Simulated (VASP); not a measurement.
Set up this calculation in VASP 6.6.1, as the native input.

```yaml
Task: band structure
Functional: MS2
Potentials_or_basis: VASP PAW PBE potentials, release 64 (Sn_d)
Cutoff: 520 eV
k_mesh: 10 × 10 × 10
Occupations: fermi-dirac, width 0.05 eV
Spin: no spin polarisation
Further_INCAR_settings: ALGO = Normal; EDIFF = 1e-06; NBANDS = 13
```

The structure of Sn lies in POSCAR:

```
Sn
1.0
   -1.8946518192      1.8946518192      1.8946518192
    1.8946518192     -1.8946518192      1.8946518192
    1.8946518192      1.8946518192     -1.8946518192
Sn
1
Direct
    0.0000000000      0.0000000000      0.0000000000
```

This isn't the form of Sn at room conditions, which is tetragonal (white tin).

These files were run (other wordings do the same):

INCAR

```
  PREC = Accurate
  ENCUT = 520
  EDIFF = 1E-6
  ISMEAR = -1
  SIGMA = 0.05
  LREAL = False
  LASPH = True
  NELM = 60
  ALGO = Normal
  ISIF = 2
  LWAVE = False
  LCHARG = False
  METAGGA = MS2
  LMIXTAU = True
  NBANDS = 13
```

KPOINTS

```
regular mesh
0
Gamma
  10 10 10
```

KPOINTS_OPT

```
path GHNGPH,PN
15
line-mode
reciprocal
 0.0000000000  0.0000000000  0.0000000000  G
 0.5000000000 -0.5000000000  0.5000000000  H

 0.5000000000 -0.5000000000  0.5000000000  H
 0.0000000000  0.0000000000  0.5000000000  N

 0.0000000000  0.0000000000  0.5000000000  N
 0.0000000000  0.0000000000  0.0000000000  G

 0.0000000000  0.0000000000  0.0000000000  G
 0.2500000000  0.2500000000  0.2500000000  P

 0.2500000000  0.2500000000  0.2500000000  P
 0.5000000000 -0.5000000000  0.5000000000  H

 0.2500000000  0.2500000000  0.2500000000  P
 0.0000000000  0.0000000000  0.5000000000  N
```

Potentials or basis: VASP PAW PBE potentials, release 64 (Sn_d).

Command:

```sh
$ cat potpaw_PBE.64/Sn_d/POTCAR > POTCAR
$ mpirun -np 1 vasp_std > vasp.out
```

Results of the run:

```json
{"Pressure": "-3.3 GPa", "Band gap along the path": "none (metal or under the smearing width)"}
```

Caveat: the PAW data sets were made with another functional, which shifts forces and pressure a little; spin-orbit coupling is left out, which moves the levels of the heavy elements.

It took 2.6 min on 1 thread of AMD EPYC 7R43 64-Core Processor (Zen 3), with other jobs on the host, peak memory 0.12 GiB.
